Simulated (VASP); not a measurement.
## From an Ansatz input to VASP: BeTe (strained zincblende)

Ansatz input

```yaml
crystal:
  lattice:
    - [0.0, 2.7437649167, 2.8909264501]
    - [2.7437649167, 0.0, 2.8909264501]
    - [2.7437649167, 2.7437649167, 0.0]
  atoms:
    - { symbol: Be, position: [0.0, 0.0, 0.0] }
    - { symbol: Te, position: [0.25, 0.25, 0.25] }
kpoints:
  mp_grid: { grid: [8, 8, 8] }
  band_path:
    path:
      - [0.0, 0.0, 0.0]
      - [-0.5, -0.5, 0.0]
      - [-0.375, -0.375, 0.25]
      - [-0.375, 0.0, 0.375]
      - [0.0, 0.0, 0.5]
      - [-0.5, -0.25, 0.25]
      - [0.0, 0.5, 0.5]
    npoints: 1
hamiltonian:
  xc: pbe
scf:
  occupations: { method: fermi_dirac, width: 0.02 }
  n_extra_bands: 4
output:
  forces: true
  stress: true
  eigenvalues: true
```

Task: Write VASP inputs for this cell and level of theory.

Result: 

INCAR

```
PREC = Accurate
NSW = 0
LCHARG = .FALSE.
NBANDS = 11
LREAL = .FALSE.
EDIFF = 1E-7
SIGMA = 0.02
LASPH = .TRUE.
IBRION = -1
NELM = 120
ENCUT = 520
ISMEAR = -1
ISIF = 2
GGA = PE
LWAVE = .FALSE.
```

KPOINTS

```
KPOINTS created by Atomic Simulation Environment
0
Gamma
8 8 8
0 0 0
```

KPOINTS_OPT

```
special points
7
Reciprocal
0.0000000000 0.0000000000 0.0000000000 1
-0.5000000000 -0.5000000000 0.0000000000 1
-0.3750000000 -0.3750000000 0.2500000000 1
-0.3750000000 0.0000000000 0.3750000000 1
0.0000000000 0.0000000000 0.5000000000 1
-0.5000000000 -0.2500000000 0.2500000000 1
0.0000000000 0.5000000000 0.5000000000 1
```

POSCAR

```
Be Te
 1.0000000000000000
     0.0000000000000000    2.7437649167000000    2.8909264500999998
     2.7437649167000000    0.0000000000000000    2.8909264500999998
     2.7437649167000000    2.7437649167000000    0.0000000000000000
 Be  Te
   1   1
Cartesian
  0.0000000000000000  0.0000000000000000  0.0000000000000000
  1.3718824583500000  1.3718824583500000  1.4454632250499999
```

VASP ran with the recommended PBE PAW datasets (8 valence electrons in the cell). Other inputs would serve too.

```
                            Ansatz     VASP
gap between bands v and c  1.70 eV  1.69 eV
         least direct gap  3.48 eV  3.46 eV
                 pressure  2.6 GPa  2.8 GPa
```

The two codes use different PAW datasets and cutoffs. VASP's cell holds 8 valence electrons and Ansatz's 18. Ansatz's stress includes a Pulay correction; VASP's doesn't.
